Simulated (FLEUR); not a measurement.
# Fe (Im-3m) in FLEUR: notebook

The runs below take Fe through single point, with PBEsol.

All numbers are computed with FLEUR MaX-R8.1 (later development tree); they aren't measurements. Logs are shortened: lines on timing, memory, paths and dates and some standing lists are left out, and cuts for length are marked.

### 1 The crystal as given

It takes space group Im-3m (No. 229, cubic). The conventional cell has a = 2.886 Å, b = 2.886 Å, c = 2.886 Å, α = 90.00°, β = 90.00°, γ = 90.00°. Fe (site symmetry m-3m) is surrounded by 8 Fe at 2.50 Å.

### 2 Single point, PBEsol, collinear spin, ferromagnetic start

inp.xml

```xml
<?xml version="1.0" encoding="UTF-8" standalone="no"?>
<fleurInput fleurInputVersion="0.39">
   <comment>
      Fe                                                                                                  
   </comment>
   <calculationSetup>
      <cutoffs Kmax="4.58" Gmax="14.2" GmaxXC="14.2" numbands="0"/>
      <scfLoop itmax="60" minDistance="0.00001" maxIterBroyd="15" imix="Anderson" alpha="0.05" precondParam="0.0" spinf="2.0" sdNocoIR="T"/>
      <coreElectrons ctail="T" frcor="F" kcrel="0" coretail_lmax="0"/>
      <xcFunctional name="PBEs" relativisticCorrections="F"/>
      <magnetism jspins="2"/>
      <soc l_soc="F" theta="0.0" phi="0.0" spav="F"/>
      <expertModes spex="0" secvar="F"/>
      <geometryOptimization l_f="T" forcealpha="1.0" forcemix="BFGS" epsdisp="0.0005" epsforce="0.0002"/>
      <ldaU l_linMix="F" mixParam="0.05" spinf="1.0"/>
   </calculationSetup>
   <cell>
      <bzIntegration valenceElectrons="16.0" mode="hist" fermiSmearingEnergy="0.00183747">
         <kPointListSelection listName="default-1"/>
         <!-- k-points included here -->
         <xi:include xmlns:xi="http://www.w3.org/2001/XInclude" href="kpts.xml"> </xi:include>
      </bzIntegration>
      <!-- symmetry operations included here -->
      <xi:include xmlns:xi="http://www.w3.org/2001/XInclude" href="sym.xml"> </xi:include>
      <bulkLattice scale="1.0">
         <bravaisMatrix>
            <row-1>   -2.7268747977977998     2.7268747977977998     2.7268747977977998</row-1>
            <row-2>    2.7268747977977998    -2.7268747977977998     2.7268747977977998</row-2>
            <row-3>    2.7268747977977998     2.7268747977977998    -2.7268747977977998</row-3>
         </bravaisMatrix>
      </bulkLattice>
   </cell>
   <atomSpecies>
      <species name="Iron (Fe) 3.000" element="Fe" atomicNumber="26">
         <mtSphere radius="2.14" gridPoints="725" logIncrement="0.017"/>
         <atomicCutoffs lmax="9" lnonsphr="9"/>
         <electronConfig flipSpins="F">
            <coreConfig>(1s1/2) (2s1/2) (2p1/2) (2p3/2)</coreConfig>
            <valenceConfig>(3s1/2) (3p1/2) (3p3/2) (4s1/2) (3d3/2) (3d5/2)</valenceConfig>
            <stateOccupation state="(3d3/2)" spinUp="1.5" spinDown="0.9"/>
            <stateOccupation state="(3d5/2)" spinUp="3.0" spinDown="0.6"/>
         </electronConfig>
         <energyParameters s="4" p="4" d="3" f="4"/>
         <lo type="SCLO" l="0" n="3" eDeriv="0"/>
         <lo type="SCLO" l="1" n="3" eDeriv="0"/>
         <lo type="SCLO" l="1" n="3" eDeriv="1"/>
         <lo type="SCLO" l="2" n="3" eDeriv="2"/>
         <lo type="SCLO" l="3" n="4" eDeriv="2"/>
      </species>
   </atomSpecies>
   <atomGroups>
      <atomGroup species="Iron (Fe) 3.000">
         <relPos label="                   1">.0000000000 .0000000000 .0000000000</relPos>
         <force calculate="T" relaxXYZ="TTT"/>
      </atomGroup>
   </atomGroups>
   <output dos="F" band="F" slice="F">
      <checks vchk="F" cdinf="F"/>
      <bandDOS minEnergy="-.5*Htr" maxEnergy="0.5*Htr" sigma="0.015" storeEVData="T"/>
      <vacuumDOS vacdos="F" integ="F" star="F" nstars="0" locx1="0.0" locy1="0.0" locx2="0.0" locy2="0.0" nstm="0" tworkf="0.0"/>
      <unfoldingBand unfoldBand="F" supercellX="1" supercellY="1" supercellZ="1"/>
      <plotting iplot="0" polar="F">
         <plot TwoD="T" vec1="  1.0  0.0  0.0" vec2="  0.0  1.0  0.0" vec3="  0.0  0.0  1.0" zero="  0.0  0.0  0.0" file="plot"/>
      </plotting>
      <chargeDensitySlicing numkpt="0" minEigenval="0.0" maxEigenval="0.0" nnne="0" pallst="F"/>
      <specialOutput eonly="F"/>
      <moessbauerParams electricFieldGradient="T" isomerShift="T" coreHyperfine="T" valenceHyperfine="T"/>
      <magneticCircularDichroism mcd="F" energyLo="-10.0" energyUp="0.0"/>
   </output>
  <!-- We include the file relax.xml here to enable relaxations (see documentation) -->
  <xi:include xmlns:xi="http://www.w3.org/2001/XInclude" href="relax.xml"> <xi:fallback/> </xi:include>
</fleurInput>
```

crystal.txt

```
Fe
&input cartesian=F /
-1.4430000000  1.4430000000  1.4430000000
1.4430000000  -1.4430000000  1.4430000000
1.4430000000  1.4430000000  -1.4430000000
1.8897261246
1.0 1.0 1.0

1
26 0.0000000000  0.0000000000  0.0000000000 : 3.000

&kpt div1=13 div2=13 div3=13 gamma=T /
```

Potentials or basis: all-electron, FLAPW.

Started as:

```console
inpgen -f crystal.txt -profile fastHighL
# inp.xml edited to the form shown
fleur_MPI
```

Output:

```text
Welcome to FLEUR        (www.flapw.de)
      MaX-Release 8.1          (www.max-centre.eu)

 ========== k-point set info ==========
 Selected k-point list: default-1
 k-point list type: mesh
 13 x 13 x 13
 Number of k points: 84

 ------------Calculation Setup---------------------------
 Number of MPI-tasks      :            1
 Number of PE/node        :            1
 Number of OMP-threads    :            1
 Most efficient MPI parallelization for:
           1           2           3           4           6           7          12          14          21          28          42          84
 Additional eigenvalue parallelization possible
 Number of basis functions:          176
 Approximate size of matrices (H+S) per k-point:         0.000 GB
 --------------------------------------------------------
 Iteration:     1   Distance:      10.75196206 me/bohr^3
 Iteration:     2   Distance:       9.95835983 me/bohr^3
 Iteration:     3   Distance:       6.25036168 me/bohr^3
 Iteration:     4   Distance:       6.13012738 me/bohr^3
 Iteration:     5   Distance:       2.84331337 me/bohr^3
 Iteration:     6   Distance:       3.59998988 me/bohr^3
 Iteration:     7   Distance:       1.96112551 me/bohr^3
 Iteration:     8   Distance:       1.59798269 me/bohr^3
 Iteration:     9   Distance:       0.08628548 me/bohr^3
 Iteration:    10   Distance:       0.09796661 me/bohr^3
 Iteration:    11   Distance:       0.15222030 me/bohr^3
 Iteration:    12   Distance:       0.08349871 me/bohr^3
 Iteration:    13   Distance:       0.04320133 me/bohr^3
 Iteration:    14   Distance:       0.00133992 me/bohr^3
 Iteration:    15   Distance:       0.00313990 me/bohr^3
 Iteration:    16   Distance:       0.00302401 me/bohr^3
 Iteration:    17   Distance:       0.00174159 me/bohr^3
 Iteration:    18   Distance:       0.00059379 me/bohr^3
 Iteration:    19   Distance:       0.00011064 me/bohr^3
 Iteration:    20   Distance:       0.00009854 me/bohr^3
 Iteration:    21   Distance:       0.00001378 me/bohr^3
 Iteration:    22   Distance:       0.00000203 me/bohr^3

 ********************************************************************
 Run finished successfully
 Stop message:
   Structural relaxation: Done
 ********************************************************************
```

Wall time 82 s (1 thread of Arm Neoverse V2, shared host); peak memory 0.06 GiB.

Results:

* Free energy: -34603.1284 eV
* Band gap on the k mesh: none (metal or under the smearing width)
* Net moment: 2.26 μB per cell
* Site moments: Fe +2.31 μB
* Valence electrons inside the program's atomic spheres: Fe 14.42 (radii Fe 2.14 bohr)

Core levels (eV from the Fermi level):
```csv
atom,levels
1 Fe,"1s1/2 -6982.9, 2s1/2 -811.9, 2p1/2 -699.3, 2p3/2 -686.8"
```

### 3 Single point, PBEsol, collinear spin, ferromagnetic start (cell strained at random at fixed volume)

Changes to inp.xml since step 2:

```diff
@@ -26,5 +26,5 @@
          <bravaisMatrix>
-            <row-1>   -2.7268747977977998     2.7268747977977998     2.7268747977977998</row-1>
-            <row-2>    2.7268747977977998    -2.7268747977977998     2.7268747977977998</row-2>
-            <row-3>    2.7268747977977998     2.7268747977977998    -2.7268747977977998</row-3>
+            <row-1>   -2.7996916145570117     2.7103170174940545     2.7571274233265211</row-1>
+            <row-2>    2.7732241104558639    -2.7041300541621140     2.7244729558934333</row-2>
+            <row-3>    2.7467887316988344     2.6512252815778128    -2.7509404599945810</row-3>
          </bravaisMatrix>
@@ -34,3 +34,3 @@
       <species name="Iron (Fe) 3.000" element="Fe" atomicNumber="26">
-         <mtSphere radius="2.14" gridPoints="725" logIncrement="0.017"/>
+         <mtSphere radius="2.14" gridPoints="717" logIncrement="0.017"/>
          <atomicCutoffs lmax="9" lnonsphr="9"/>
```

crystal.txt

```
Fe
&input cartesian=F /
-1.4815330000  1.4342380000  1.4590090000
1.4675270000  -1.4309640000  1.4417290000
1.4535380000  1.4029680000  -1.4557350000
1.8897261246
1.0 1.0 1.0

1
26 -0.0127860000  -0.0069470000  -0.0146850000 : 3.000

&kpt div1=13 div2=13 div3=13 gamma=T /
```

Potentials or basis: all-electron, FLAPW.

Started as:

```console
inpgen -f crystal.txt -profile fastHighL
# inp.xml edited to the form shown
fleur_MPI
```

Output:

```text
Welcome to FLEUR        (www.flapw.de)
      MaX-Release 8.1          (www.max-centre.eu)

 ========== k-point set info ==========
 Selected k-point list: default-1
 k-point list type: mesh
 13 x 13 x 13
 Number of k points: 1099

 ------------Calculation Setup---------------------------
 Number of MPI-tasks      :            1
 Number of PE/node        :            1
 Number of OMP-threads    :            1
 Most efficient MPI parallelization for:
           1           7         157        1099
 Additional eigenvalue parallelization possible
 Number of basis functions:          177
 Approximate size of matrices (H+S) per k-point:         0.000 GB
 --------------------------------------------------------
 Iteration:     1   Distance:      10.86923650 me/bohr^3
 Iteration:     2   Distance:      10.05098195 me/bohr^3
 Iteration:     3   Distance:       6.42038704 me/bohr^3
 Iteration:     4   Distance:       4.38657630 me/bohr^3
 Iteration:     5   Distance:       2.68665115 me/bohr^3
 Iteration:     6   Distance:       1.94921289 me/bohr^3
 Iteration:     7   Distance:       1.16962050 me/bohr^3
 Iteration:     8   Distance:       1.16204371 me/bohr^3
 Iteration:     9   Distance:       0.42576150 me/bohr^3
 Iteration:    10   Distance:       0.35249436 me/bohr^3
[... 4 lines left out ...]
 Iteration:    15   Distance:       0.00324611 me/bohr^3
 Iteration:    16   Distance:       0.00310985 me/bohr^3
 Iteration:    17   Distance:       0.00182085 me/bohr^3
 Iteration:    18   Distance:       0.00112515 me/bohr^3
 Iteration:    19   Distance:       0.00048992 me/bohr^3
 Iteration:    20   Distance:       0.00019795 me/bohr^3
 Iteration:    21   Distance:       0.00020182 me/bohr^3
 Iteration:    22   Distance:       0.00005148 me/bohr^3
 Iteration:    23   Distance:       0.00001479 me/bohr^3
 Iteration:    24   Distance:       0.00000514 me/bohr^3

 ********************************************************************
 Run finished successfully
 Stop message:
   Structural relaxation: Done
 ********************************************************************
```

out.xml (last iteration):

```text
<iteration numberForCurrentRun="   25" overallNumber="   25">
         <energyParameters units="Htr">
            <atomicEP atomType="1" spin="1" branch="4s" branchLowest="-2.83" branchHighest="2.37" value="0.2111262734"/>
            <atomicEP atomType="1" spin="1" branch="4p" branchLowest="-1.56" branchHighest="2.99" value="0.3402297658"/>
            <atomicEP atomType="1" spin="1" branch="3d" branchLowest="-9.99" branchHighest="0.48" value="0.2983144605"/>
[... 102 lines left out ...]
            <freeEnergy value="-1271.6414081692"/>
            <extrapolationTo0K value="-1271.6412206557"/>
         </totalEnergy>
         <totalForcesOnRepresentativeAtoms units="Htr/bohr">
            <forceTotal atomType="1" x="0.000000" y="0.000000" z="0.000000" F_x="0.00000000" F_y="0.00000000" F_z="0.00000000"/>
         </totalForcesOnRepresentativeAtoms>
      </iteration>
```

It took 31 min on 1 thread of Arm Neoverse V2, shared host; peak memory 0.12 GiB.

What came out:

| Property | Result |
| --- | --- |
| Free energy | -34603.1255 eV |
| Band gap on the k mesh | none (metal or under the smearing width) |
| Net moment | 2.27 μB per cell |
| Site moments | Fe +2.32 μB |
| Valence electrons inside the program's atomic spheres | Fe 14.42 (radii Fe 2.14 bohr) |

Core levels (eV from the Fermi level):
| atom | levels |
| --- | --- |
| 1 Fe | 1s1/2 -6982.9, 2s1/2 -811.9, 2p1/2 -699.3, 2p3/2 -686.8 |
